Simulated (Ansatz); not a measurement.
**HfO2: properties at the relaxed cell**

One table from this session's results is given with a row withheld; the runs are named, their logs left out.

Computed with Ansatz 0.2.0 (DFT PBE, scalar-relativistic, plane waves, PAW, unless a step's input says otherwise).

1 further run of the same task is left out (set aside as unsound or not needed). Runs told in other sessions of the task aren't counted.

**Starting point**

It takes space group P2_1/c (No. 14, monoclinic). The conventional cell has a = 5.161 Å, b = 5.212 Å, c = 5.352 Å, α = 90.00°, β = 99.65°, γ = 90.00°. Hf (site symmetry 1) has 7 O at 2.05 to 2.27 Å in its first shell of neighbours. Around O (site symmetry 1) lie 4 Hf at 2.16 to 2.27 Å. Around O (site symmetry 1) lie 3 Hf at 2.05 to 2.15 Å.

Coordinates:

```xyz
12
Lattice="5.1608 0.0000 -0.0153 0.0000 5.2122 0.0000 -0.8815 0.0000 5.2787" Properties=species:S:1:pos:R:3 pbc="T T T"
Hf    1.2393    0.2234    1.0959
Hf    3.4808    2.8295    1.5282
Hf    3.0401    4.9888    4.1675
Hf    0.7985    2.3827    3.7352
O     1.8977    3.9468    2.5095
O     2.8224    1.3407    0.1145
O     2.3817    1.2654    2.7539
O     1.4570    3.8715    5.1488
O     0.0397    1.7135    1.8379
O     4.6804    4.3196    0.7861
O     4.2396    3.4987    3.4255
O    -0.4010    0.8926    4.4773
```

It is the result of an earlier relaxation at this level (volume 11.83 Å³/atom; gap on the mesh: 4.04 eV).

The first run:

input.yaml

```yaml
crystal:
  lattice:
    - [5.1087075956, 0.0, -0.0151841092]
    - [0.0, 5.1595379076, 0.0]
    - [-0.872572572, 0.0, 5.2253996504]
  atoms:
    - { symbol: Hf, position: [0.2757243775, 0.0428613271, 0.2084023825] }
    - { symbol: Hf, position: [0.7242756225, 0.5428613271, 0.2915976175] }
    - { symbol: Hf, position: [0.7242756225, 0.9571386729, 0.7915976175] }
    - { symbol: Hf, position: [0.2757243775, 0.4571386729, 0.7084023825] }
    - { symbol: O, position: [0.449133178, 0.7572235637, 0.4767005038] }
    - { symbol: O, position: [0.550866822, 0.2572235637, 0.0232994962] }
    - { symbol: O, position: [0.550866822, 0.2427764363, 0.5232994962] }
    - { symbol: O, position: [0.449133178, 0.7427764363, 0.9767005038] }
    - { symbol: O, position: [0.0672019307, 0.3287421741, 0.3483696701] }
    - { symbol: O, position: [0.9327980693, 0.8287421741, 0.1516303299] }
    - { symbol: O, position: [0.9327980693, 0.6712578259, 0.6516303299] }
    - { symbol: O, position: [0.0672019307, 0.1712578259, 0.8483696701] }
basis:
  ecutwfc: 420
kpoints:
  mp_grid: { grid: [6, 6, 6] }
hamiltonian:
  xc: pbe
scf:
  occupations: { method: gaussian, width: 0.02 }
output:
  forces: true
  stress: true
  eigenvalues: true
relax:
  adjacent_minimum: "off"
  f_tol: 0.01
  max_steps: 30
  cell: { stress_tol: 0.1, fix: [volume] }
```

Launch:

```
> ansatz run input.yaml --threads 4 --pin off --max-ram 10240MiB --backend cpu --events-out ev --progress --plain --runs-dir out
```

Among the steps run: Point at V/V0 = 0.97; Volume × 1.03; Volume × 0.94; The cell scaled to 1.06 of its volume.

One of the session's tables, all rows but one given; the rest of the session is left out.

It belongs to the step «Energy against volume». 

| volume (Å³/atom) | energy above the lowest point (meV/atom) | pressure (GPa) | gap on the mesh (eV) |
| --- | --- | --- | --- |
| 11.117 | 24.4 | 10.76 | 4.35 |
| 11.472 | 6.4 | 5.65 | 4.08 |
| 11.827 | 0.0 | 0.00 | 4.04 |
| 12.182 | ? | ? | ? |
| 12.537 | 23.2 | -9.59 | 4.13 |

Estimate the missing values for volume (Å³/atom) = 12.182.

Worked estimate for «energy above the lowest point (meV/atom)». A straight line through the neighbours (11.827, 0.0) and (12.537, 23.2) gives 0.0 + (23.2 − 0.0) × (12.182 − 11.827) / (12.537 − 11.827) = 11.6; a parabola fitted to 3 rows on both sides gives 5.6.

**Answer.** energy above the lowest point (meV/atom): 6.2; pressure (GPa): -5.45; gap on the mesh (eV): 4.06. In «energy above the lowest point (meV/atom)» the line misses by +5.4 and the parabola by -0.6.

Limits of these values: The gap on the mesh goes from 4.35 eV at the smallest volume to 4.13 eV at the largest, through a dip to 4.04 eV between.
